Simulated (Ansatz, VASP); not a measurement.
# GaSb: VASP beside Ansatz

```
Sb Ga
1.0
    -1.55590    2.67500    2.89331
     1.55590   -2.67500    2.89331
     1.55590    2.67500   -2.89331
Sb Ga
1 1
Direct
  0.50000 0.50000 0.00000
  0.00000 0.00000 0.00000
```

Alike in both runs: task relaxation of cell and atoms; functional LDA; k mesh 7 × 7 × 7; occupations fermi-dirac, width 0.05 eV; no spin polarisation.

|  | VASP | Ansatz |
| --- | --- | --- |
| version | VASP 6.6.1 | Ansatz 0.2.0 |
| potentials or method | VASP PAW LDA potentials, release 64 (Sb, Ga_d), cutoff 600 eV | all-electron LAPW, scalar-relativistic |

Ansatz gave:

```
relaxed volume (Å³/atom)                                     : 22.12
relaxed cell length with the largest relative difference (Å) : 4.112
energy change over the relaxation (meV/atom)                 : -31
```

**Question.** What did VASP give for the same quantities?

**Answer.** Relaxed volume (Å³/atom): 22.19; relaxed cell length with the largest relative difference (Å): 4.116; energy change over the relaxation (meV/atom): -30.

Ansatz ran all-electron here, so the differences hold the error of VASP's frozen core and of both bases.

Caveats: the k mesh is thin for a metal, which can move the energy by tens of meV per atom (Ansatz). Spin-orbit coupling is left out, which matters for the levels of Sb.
